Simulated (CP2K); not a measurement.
Crystal: CdS (Hawleyite).

```xyz
2
Lattice="4.1246 0.0000 0.0000 2.0623 3.5720 0.0000 2.0623 1.1907 3.3677" Properties=species:S:1:pos:R:3 pbc="T T T"
Cd    0.0000    0.0000    0.0000
S     6.1868    3.5720    2.5258
```

Base run:

| Quantity | Value |
| --- | --- |
| Program | CP2K 2026.2 |
| Functional | TB-mBJ |
| Potentials or basis | POTENTIAL_UZH Cd GTH-PBE-q12, S GTH-PBE-q6; TZVP-MOLOPT-PBE-GTH basis |
| Density cutoff | 9184 eV |
| k mesh | 8 × 8 × 8 |
| Occupations | fermi-dirac, width 0.05 eV |
| Spin | no spin polarisation |

Its results: band gap on the k mesh 0.98 eV, direct.

Q: The run is repeated on the same cell with these changes: functional from TB-mBJ to PBE; density cutoff from 9184 eV to 6123 eV; cutoff of the grids from 675 Ry to 450 Ry. What comes out?

A: Band gap on the k mesh 1.14 eV, direct.

Caveats: the basis of atomic orbitals isn't converged, which shifts pressures, moduli and gaps; this is a model potential without an energy functional, so only levels have meaning (some runs).
